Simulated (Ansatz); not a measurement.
BeSe (started from an entry of an open crystallographic database): a one-shot G0W0 calculation in Ansatz (G0W0@LDA with 129 empty bands, a screening cutoff of 140 eV and a 4×4×4 mesh). The cell was relaxed beforehand with r2SCAN.

The input:
```yaml
crystal:
  lattice:
    - [0.0, 2.5810355892, 2.5810355892]
    - [2.5810355892, 0.0, 2.5810355892]
    - [2.5810355892, 2.5810355892, 0.0]
  atoms:
    - { symbol: Be, position: [0.0, 0.0, 0.0] }
    - { symbol: Se, position: [0.25, 0.25, 0.25] }
kpoints:
  mp_grid: { grid: [4, 4, 4] }
hamiltonian:
  xc: lda
scf:
  occupations: { method: fixed }
gw:
  n_empty_bands: 129
  ecut_chi: 140
  qp_bands: [v2, c2]
  qp_kpoints: band_edges
  screening: { model: contour_deformation }
```

Command: `ansatz run input.yaml --threads 2 --pin off --max-ram 3686MiB --backend cpu --events-out ev --progress --plain --runs-dir out`. It took 7.6 s on 2 threads of Intel(R) Xeon(R) Platinum 8259CL CPU @ 2.50GHz (Skylake/Cascade Lake), on a shared host, load about 0.3 per core; peak host memory 0.42 GiB.

The log, with set-up remarks and timings taken out:
```
Functional definition: SPW92
Crystal: 2 atoms, lattice volume = 34.388 Å³
Basis set: ecut = 420 eV, 645 PW (Γ)
Bands: 13, of which v1, the nominal top of the filled ones, is band 9 counted from 1 (8 counted from 0)
Symmetry: 24 space group operations
Space group: F-43m (ITA 216)
k-points: 8 of 64 (time reversal used)
preconditioner: auto → none  [insulator: Δε(μ)=2.523 eV  ℏωp=17.9 eV]
Free energy (F): -5473.052686 eV
Fermi energy:    6.619032 eV
--- Band table (eV; the first three rows and the last of 8) ---
  k-point 0: bands = […, -40.1820, -40.1820, -7.1534, 6.6190, 6.6190, 6.6190, 10.6937, 11.5588, 11.5588, 11.5588]
  k-point 1: bands = […, -40.1819, -40.1819, -6.5960, 3.2263, 5.9998, 5.9998, 10.9447, 12.4430, 12.4430, 14.7413]
  k-point 2: bands = […, -40.1818, -40.1818, -5.8461, 0.9577, 5.5539, 5.5539, 10.8189, 12.5112, 12.5112, 16.3555]
  k-point 7: bands = […, -40.1821, -40.1816, -5.3688, 2.2855, 2.8280, 3.3365, 12.6215, 13.5619, 13.8655, 14.5725]
--- G₀W₀: contour deformation, 6 samples at zero and on the imaginary axis and 2 off it, 64 q-points, 129 empty bands' worth ---
    ik  band        ε_KS         Σx   Σc(E_QP)       V_xc       Z   E_QP_lin       E_QP  E_QP is
     0     8      6.6190   -18.1296     1.5589   -15.8382  0.7936     5.8820     5.8865  root
     0     9      6.6190   -18.1296     1.5589   -15.8382  0.7936     5.8820     5.8865  root
     0    10     10.6937    -8.2215    -4.5985   -13.5673  0.8020    11.4465    11.4410  root
     0    11     11.5588    -6.0085    -4.5680   -11.2672  0.7935    12.2545    12.2495  root
     1     8      5.9998   -17.6716     1.6851   -15.2315  0.7898     5.2398     5.2449  root
     1     9      5.9998   -17.6716     1.6851   -15.2315  0.7898     5.2398     5.2449  root
     1    10     10.9447    -7.1076    -4.4911   -12.2469  0.7992    11.5971    11.5929  root
     1    11     12.4430    -6.1736    -4.7670   -11.6360  0.7883    13.1442    13.1384  root
     2     8      5.5539   -17.5943     1.8448   -14.9617  0.7863     4.7600     4.7660  root
     2     9      5.5539   -17.5943     1.8448   -14.9617  0.7863     4.7600     4.7660  root
     2    10     10.8189    -7.3756    -4.4353   -12.4034  0.7995    11.4147    11.4113  root
     2    11     12.5112    -5.8552    -4.6975   -11.2046  0.7925    13.1680    13.1631  root
     3     8      4.9910   -17.1085     1.9478   -14.3550  0.7831     4.1785     4.1853  root
     3     9      4.9910   -17.1085     1.9478   -14.3550  0.7831     4.1785     4.1853  root
     3    10     10.2741    -5.8682    -4.2481   -10.6714  0.8036    10.8320    10.8292  root
     3    11     12.2936    -6.4829    -4.6082   -11.6410  0.7957    12.8470    12.8435  root
     6     8      3.9853   -17.0509     2.3252   -13.8542  0.7733     3.1042     3.1139  root
     6     9      3.9853   -17.0509     2.3252   -13.8542  0.7733     3.1042     3.1139  root
     6    10      9.0991    -5.4571    -3.9996    -9.9158  0.8130     9.5599     9.5582  root
     6    11     10.7689    -6.2182    -4.1915   -10.8459  0.8046    11.2068    11.2050  root
     7     8      2.8280   -16.5404     2.6435   -12.9945  0.7616     1.9120     1.9255  root
     7     9      3.3365   -16.0974     2.3524   -12.8984  0.7694     2.4799     2.4899  root
     7    10     12.6215    -6.8540    -4.4379   -11.7677  0.7974    13.1000    13.0973  root
     7    11     13.5619    -5.4145    -5.3989   -11.5583  0.7720    14.3169    14.3068  root
```

The rows of the band table are 0: (0, 0, 0) = Γ, 1: (0, 0, 1/4), 2: (0, 0, -1/2), 7: (1/4, -1/2, -1/4).

The points are ik 0 = (0, 0, 0) (Γ), ik 1 = (0, 0, 1/4), ik 2 = (0, 0, -1/2), ik 3 = (0, 1/4, 1/4), ik 6 = (0, -1/2, -1/2), ik 7 = (1/4, -1/2, -1/4); band 9 is the last filled one.

G0W0 moves the gap on the mesh from 2.48 eV (LDA) to 3.67 eV (Γ to k = (0, -1/2, -1/2)). Renormalisation factors Z lie between 0.76 and 0.81. No extrapolation in bands, cutoff or mesh was made for G0W0.

The values are computed, spin-unpolarised, and not measurements.

The runs are scalar-relativistic, without spin-orbit coupling.
